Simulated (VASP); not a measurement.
# CuO (Pm-3m) in VASP: a series of runs, part 2 of 2

VASP 6.6.1. The steps go on from the part before.

## Step 4: Single point, r2SCAN+U, collinear spin, ferromagnetic start

Input file INCAR:

```
SYSTEM = CuO
ALGO     = Normal         ! electronic algorithm
EDIFF    = 1E-6           ! SCF threshold, eV
ENCUT    = 520            ! plane-wave cutoff, eV
ISIF     = 2              ! what is computed and relaxed
ISMEAR   = 0              ! smearing method
ISPIN    = 2              ! spin polarisation
LASPH    = .TRUE.         ! aspherical terms in the spheres
LCHARG   = .FALSE.        ! write CHGCAR
LDAU     = .TRUE.         ! DFT+U
LDAUJ    = 0 0          
LDAUL    = 2 -1           ! shell
LDAUPRINT= 1            
LDAUTYPE = 2            
LDAUU    = 7 0            ! U, eV
LMAXMIX  = 4              ! l up to which the mixer works
LMIXTAU  = .TRUE.       
LORBIT   = 11             ! projections on sites
LREAL    = .FALSE.        ! projectors in reciprocal space
LWAVE    = .FALSE.        ! write WAVECAR
MAGMOM   = 0.6 0          ! initial moments
METAGGA  = R2SCAN         ! meta-GGA
NELM     = 80             ! most SCF steps
NUPDOWN  = 4              ! fixed moment
PREC     = Accurate       ! precision mode
SIGMA    = 0.05           ! smearing width, eV
```

Input file KPOINTS:

```
k-points
0
G
  7 7 7
  0 0 0
```

Input file POSCAR:

```
CuO
1.0
    2.5525506100      0.0000000000      0.0000000000
    0.0000000000      2.5525506100      0.0000000000
    0.0000000000      0.0000000000      2.5525506100
Cu O
1 1
Direct
    0.0000000000      0.0000000000      0.0000000000
    0.5000000000      0.5000000000      0.5000000000
```

Potentials or basis: VASP PAW PBE potentials, release 64 (Cu, O).

On the command line:

```bash
cat potpaw_PBE.64/Cu/POTCAR potpaw_PBE.64/O/POTCAR > POTCAR
mpirun -np 1 vasp_std > vasp.out
```

OUTCAR:

```text
SYSTEM = CuO
   EDIFF = 1E-6
   ENCUT = 520
   ISIF = 2
   ISMEAR = 0
   ISPIN = 2
   LASPH = .TRUE.
   LORBIT = 11
   LREAL = .FALSE.
   METAGGA = R2SCAN
   NELM = 80
   NUPDOWN = 4
   PREC = Accurate

 ion  position               nearest neighbor table
   1  0.000  0.000  0.000-   2 2.21   2 2.21   2 2.21   2 2.21   2 2.21   2 2.21   2 2.21   2 2.21

   2  0.500  0.500  0.500-   1 2.21   1 2.21   1 2.21   1 2.21   1 2.21   1 2.21   1 2.21   1 2.21

  LATTYP: Found a simple cubic cell.
 ALAT       =     2.5525506100

  Lattice vectors:

 A1 = (   2.5525506100,   0.0000000000,   0.0000000000)
 A2 = (   0.0000000000,   2.5525506100,   0.0000000000)
 A3 = (   0.0000000000,   0.0000000000,   2.5525506100)

Analysis of symmetry for initial positions (statically):
=====================================================================
 Subroutine PRICEL returns:
 Original cell was already a primitive cell.

 Routine SETGRP: Setting up the symmetry group for a
 simple cubic supercell.

 Subroutine GETGRP returns: Found 48 space group operations
[... 822 lines left out ...]
     11      17.0560      0.00000
     12      17.0562      0.00000

------------------------ aborting loop because EDIFF is reached ----------------------------------------

  FORCE on cell =-STRESS in cart. coord.  units (eV):
  Direction    XX          YY          ZZ          XY          YZ          ZX
  --------------------------------------------------------------------------------------
  -------------------------------------------------------------------------------------
  Total       12.0126528     12.0126528     12.0126528     -0.0000000     -0.0000000     -0.0000000
  in kB     1157.2479558   1157.2479558   1157.2479558     -0.0000000     -0.0000000     -0.0000000
  external PRESSURE =    1157.2479558 kB  Pullay stress =       0.0000000 kB

 VOLUME and BASIS-vectors are now :
 -----------------------------------------------------------------------------
  energy-cutoff  :      520.00
  volume of cell :       16.63
      direct lattice vectors                 reciprocal lattice vectors
     2.552550610  0.000000000  0.000000000     0.391765004  0.000000000  0.000000000
     0.000000000  2.552550610  0.000000000     0.000000000  0.391765004  0.000000000
     0.000000000  0.000000000  2.552550610     0.000000000  0.000000000  0.391765004

 POSITION                                       TOTAL-FORCE (eV/Angst)
 -----------------------------------------------------------------------------------
      0.00000      0.00000      0.00000         0.000000      0.000000      0.000000
      1.27628      1.27628      1.27628         0.000000      0.000000      0.000000
 -----------------------------------------------------------------------------------
    total drift:                                0.000000      0.000000      0.000000

  FREE ENERGIE OF THE ION-ELECTRON SYSTEM (eV)
  ---------------------------------------------------
  free  energy   TOTEN  =        -2.1530927019 eV

  energy  without entropy=       -2.1476838311  energy(sigma->0) =       -2.15038827

 total charge

# of ion       s       p       d       tot
------------------------------------------
    1        0.659   0.584   8.800  10.043
    2        1.638   3.126   0.000   4.765
--------------------------------------------------
tot          2.298   3.710   8.800  14.808

 magnetization (x)

# of ion       s       p       d       tot
------------------------------------------
    1        0.416   0.357   1.136   1.909
    2        0.097   1.455   0.000   1.552
--------------------------------------------------
tot          0.513   1.812   1.136   3.461
```

OSZICAR:

```text
N       E                     dE             d eps       ncg     rms          rms(c)
DAV:   1     0.115207514208E+03    0.11521E+03   -0.91979E+03  1024   0.235E+03
DAV:   2     0.174212883522E+01   -0.11347E+03   -0.10857E+03  1020   0.373E+02
DAV:   3    -0.761359244666E+01   -0.93557E+01   -0.89090E+01  1104   0.114E+02
DAV:   4    -0.776846205052E+01   -0.15487E+00   -0.15460E+00  1024   0.142E+01
DAV:   5    -0.777014010592E+01   -0.16781E-02   -0.16780E-02  1088   0.155E+00    0.253E+01
DAV:   6    -0.636405755922E+01    0.14061E+01   -0.12482E+02  1052   0.342E+02    0.309E+01
DAV:   7    -0.263282686702E+01    0.37312E+01   -0.18221E+01  1120   0.145E+02    0.905E+00
DAV:   8    -0.185994267166E+01    0.77288E+00   -0.59220E+00  1292   0.510E+01    0.147E+00
DAV:   9    -0.206774051290E+01   -0.20780E+00   -0.79174E-01  1316   0.148E+01    0.238E+00
DAV:  10    -0.212015480758E+01   -0.52414E-01   -0.38010E-01  1104   0.243E+01    0.163E+00
DAV:  11    -0.214012852336E+01   -0.19974E-01   -0.30815E-01  1356   0.133E+01    0.120E+00
DAV:  12    -0.215344698943E+01   -0.13318E-01   -0.17732E-01  1416   0.658E+00    0.546E-01
DAV:  13    -0.215352139461E+01   -0.74405E-04   -0.23943E-03  1328   0.135E+00    0.477E-01
DAV:  14    -0.215298431260E+01    0.53708E-03   -0.10186E-02  1368   0.242E+00    0.620E-02
DAV:  15    -0.215307942859E+01   -0.95116E-04   -0.24582E-04  1152   0.403E-01    0.463E-02
DAV:  16    -0.215309017564E+01   -0.10747E-04   -0.64003E-05  1264   0.344E-01    0.148E-02
DAV:  17    -0.215309299820E+01   -0.28226E-05   -0.21934E-05  1360   0.182E-01    0.529E-03
DAV:  18    -0.215309270189E+01    0.29630E-06   -0.25345E-06   752   0.614E-02
   1 F= -.21530927E+01 E0= -.21503883E+01  d E =-.540887E-02  mag=     4.0000
```

stdout:

```text
POSCAR found type information on POSCAR CuO
 POSCAR found :  2 types and       2 ions
 scaLAPACK will be used
 -----------------------------------------------------------------------------
|                                                                             |
[... 28 lines left out ...]
|     molecular-dynamics runs (even for insulators or semiconductors),        |
|     since the presence of unoccupied bands improves wavefunction            |
|     prediction and helps to suppress 'band-crossings'.                      |
|                                                                             |
 -----------------------------------------------------------------------------
```

Run time: 20 s. Hardware: 1 thread of Intel Xeon 6975P-C (Granite Rapids), shared host; peak memory 0.13 GiB.

What came out:

```yaml
Free_energy: -2.1531 eV
Pressure: 115.7 GPa
Net_moment: 4.00 μB per cell
Site_moments: Cu +1.91; O +1.55 μB
Valence_electrons_inside_the_program's_atomic_spheres: Cu 10.04; O 4.76
```

Eigenvalues of the final occupation matrices:
| site | spin | trace | eigenvalues |
| --- | --- | --- | --- |
| site 1 d | 1 | 4.98 | 0.99 0.99 1.00 1.00 1.00 |
| site 1 d | 2 | 3.84 | 0.63 0.63 0.63 0.97 0.97 |

Caveat: the moment is held away from its start; a pressure of tens of GPa on the cell as given is suspect, and the run, the potentials or the cell itself is likely at fault; the PAW data sets were made with another functional, which shifts forces and pressure a little; the total moment is fixed, so each spin has its own Fermi level; a cell with one magnetic atom can't hold antiferromagnetic order, which such compounds often take.

## Step 5: Single point, r2SCAN+U, collinear spin, ferromagnetic start

Input file INCAR:

```
ALGO = Normal
EDIFF = 1E-7
ENCUT = 520
ISIF = 2
ISMEAR = 0
ISPIN = 2
LASPH = True
LCHARG = True
LDAU = True
LDAUJ = 0 0
LDAUL = 2 -1
LDAUPRINT = 1
LDAUTYPE = 2
LDAUU = 4 0
LELF = True
LMAXMIX = 4
LMIXTAU = True
LORBIT = 11
LREAL = False
LVHAR = True
LWAVE = False
MAGMOM = 0.6 0
METAGGA = R2SCAN
NELM = 80
PREC = Accurate
SIGMA = 0.05
```

Input file KPOINTS:

```
k-points
0
Gamma
  7 7 7
```

POSCAR is that of step 4.

On the command line:

```bash
cat potpaw_PBE.64/Cu/POTCAR potpaw_PBE.64/O/POTCAR > POTCAR
mpirun -np 1 vasp_std > vasp.out
```

Run time: 20 s. Hardware: 1 thread of Intel Xeon 6975P-C (Granite Rapids), shared host; peak memory 0.14 GiB.

Results (log left out):

- Free energy: -15.7929 eV
- Pressure: 10.9 GPa
- Band gap on the k mesh: none (metal or under the smearing width)
- Net moment: 1.00 μB per cell
- Site moments: Cu +0.40; O +0.57 μB
- Valence electrons inside the program's atomic spheres: Cu 9.96; O 4.93

Levels at points of the mesh, in eV from the Fermi level:
Spin up:
| k point | band 6 | band 7 | band 8 | band 9 | band 10 | band 11 | band 12 |
| --- | --- | --- | --- | --- | --- | --- | --- |
| (0.00, 0.00, 0.00) | -3.12 | -2.80 | -2.80 | -2.80 | 2.05 | 16.68 | 16.68 |
Spin down:
| k point | band 4 | band 5 | band 6 | band 7 | band 8 | band 9 | band 10 | band 11 | band 12 |
| --- | --- | --- | --- | --- | --- | --- | --- | --- | --- |
| (0.00, 0.00, 0.00) | -1.66 | -1.66 | -1.66 | -1.45 | -1.45 | -1.45 | 2.41 | 16.78 | 16.78 |

Eigenvalues of the final occupation matrices:
```tsv
site	spin	trace	eigenvalues
site 1 d	1	4.90	0.96 0.96 0.99 0.99 0.99
site 1 d	2	4.46	0.85 0.85 0.85 0.96 0.96
```

Caveat: the PAW data sets were made with another functional, which shifts forces and pressure a little; a cell with one magnetic atom can't hold antiferromagnetic order, which such compounds often take. The state reached can hang on the start; a lower one may exist.

## Step 6: Single point, r2SCAN+U, collinear spin, antiferromagnetic start

This run uses another cell than the first one: it holds 4 atoms, not 2.

Input file INCAR:

```
ALGO     = Normal         # electronic algorithm
EDIFF    = 1E-6           # SCF threshold, eV
ENCUT    = 520            # plane-wave cutoff, eV
ISIF     = 2              # what is computed and relaxed
ISMEAR   = 0              # smearing method
ISPIN    = 2              # spin polarisation
LASPH    = True           # aspherical terms in the spheres
LCHARG   = True           # write CHGCAR
LDAU     = True           # DFT+U
LDAUJ    = 0 0          
LDAUL    = 2 -1           # shell
LDAUPRINT= 1            
LDAUTYPE = 2            
LDAUU    = 4 0            # U, eV
LELF     = True           # ELF
LMAXMIX  = 4              # l up to which the mixer works
LMIXTAU  = True         
LORBIT   = 11             # projections on sites
LREAL    = False          # projectors in reciprocal space
LVHAR    = True         
LWAVE    = False          # write WAVECAR
MAGMOM   = 0.6 -0.6 0 0   # initial moments
METAGGA  = R2SCAN         # meta-GGA
NBANDS   = 29             # bands
NELM     = 60             # most SCF steps
PREC     = Accurate       # precision mode
SIGMA    = 0.05           # smearing width, eV
```

Input file KPOINTS:

```
k-points
0
Gamma
  6 6 6
```

Input file POSCAR:

```
CuO
1.0
    0.0000000000      2.5525506100      2.5525506100
    2.5525506100      0.0000000000      2.5525506100
    2.5525506100      2.5525506100      0.0000000000
Cu O
2 2
Direct
    0.0000000000      0.0000000000      0.0000000000
    0.5000000000      0.5000000000      0.5000000000
    0.2500000000      0.2500000000      0.2500000000
    0.7500000000      0.7500000000      0.7500000000
```

Potentials or basis: VASP PAW PBE potentials, release 64 (Cu, O).

On the command line:

```bash
cat potpaw_PBE.64/Cu/POTCAR potpaw_PBE.64/O/POTCAR > POTCAR
mpirun -np 1 vasp_std > vasp.out
```

It took 86 s on 1 thread of Intel Xeon 6975P-C (Granite Rapids), shared host; peak memory 0.18 GiB.

It converged, with:

| Item | Value |
| --- | --- |
| Free energy | -31.1743 eV |
| Pressure | 8.9 GPa |
| Band gap on the k mesh | none (metal or under the smearing width) |
| Net moment | 0.00 μB per cell |
| Valence electrons inside the program's atomic spheres | Cu 9.95; O 4.93 |

Levels at points of the mesh, in eV from the Fermi level:
Spin up:
| k point | band 14 | band 15 | band 16 | band 17 | band 18 | band 19 | band 20 | band 21 |
| --- | --- | --- | --- | --- | --- | --- | --- | --- |
| (0.00, 0.00, 0.00) | -1.90 | -1.90 | 0.24 | 0.24 | 0.24 | 2.46 | 8.55 | 8.55 |
| (0.50, 0.00, 0.00) | -2.37 | -0.67 | -0.67 | -0.67 | -0.67 | 7.57 | 7.57 | 13.97 |
| (0.50, 0.50, 0.00) | -1.94 | -1.80 | -0.86 | 0.47 | 0.47 | 6.66 | 8.37 | 9.95 |
Spin down:
| k point | band 15 | band 16 | band 17 | band 18 | band 19 | band 20 |
| --- | --- | --- | --- | --- | --- | --- |
| (0.00, 0.00, 0.00) | -1.90 | 0.24 | 0.24 | 0.24 | 2.46 | 8.55 |
| (0.50, 0.00, 0.00) | -0.67 | -0.67 | -0.67 | -0.67 | 7.57 | 7.57 |
| (0.50, 0.50, 0.00) | -1.80 | -0.86 | 0.47 | 0.47 | 6.66 | 8.37 |

Eigenvalues of the final occupation matrices:
```tsv
site	spin	trace	eigenvalues
site 1 d	1	4.68	0.92 0.92 0.92 0.96 0.96
site 1 d	2	4.68	0.92 0.92 0.92 0.96 0.96
site 2 d	1	4.68	0.92 0.92 0.92 0.96 0.96
site 2 d	2	4.68	0.92 0.92 0.92 0.96 0.96
```

Caveat: the PAW data sets were made with another functional, which shifts forces and pressure a little. The state reached can hang on the start; a lower one may exist.

## Step 7: Overview

| spin | U | fixed moment (μB) | k mesh | supercell matrix | gap on the mesh (eV) | pressure (GPa) | moment (μB) |
| --- | --- | --- | --- | --- | --- | --- | --- |
| collinear, zero start | Cu d U = 7 eV | - | 7 × 7 × 7 | - | none | 5.2 | 0.00 |
| collinear, random start | Cu d U = 7 eV | - | 7 × 7 × 7 | - | none | 7.8 | 1.00 |
| collinear, ferromagnetic start | Cu d U = 7 eV | 4 | 7 × 7 × 7 | - | - | 115.7 | 4.00 |
| collinear, ferromagnetic start | Cu d U = 4 eV | - | 7 × 7 × 7 | - | none | 10.9 | 1.00 |
| collinear, antiferromagnetic start | Cu d U = 4 eV | - | 6 × 6 × 6 | [0, 1, 1, 1, 0, 1, 1, 1, 0] | none | 8.9 | 0.00 |

Alike in all rows: task single point; level r2SCAN+U; potentials or basis VASP PAW PBE potentials, release 64 (Cu, O); cell as given; cutoff (eV) 520; smearing gaussian 0.05 eV.

Every run on the cell as given and a fine mesh finds a metal.

Caveats: the PAW data sets were made with another functional, which shifts forces and pressure a little; a cell with one magnetic atom can't hold antiferromagnetic order, which such compounds often take (some runs); the moment is held away from its start (some runs); a pressure of tens of GPa on the cell as given is suspect, and the run, the potentials or the cell itself is likely at fault (some runs); the total moment is fixed, so each spin has its own Fermi level (some runs).

Total energies depend on the potentials used, so only differences within one code and one set of settings carry meaning.
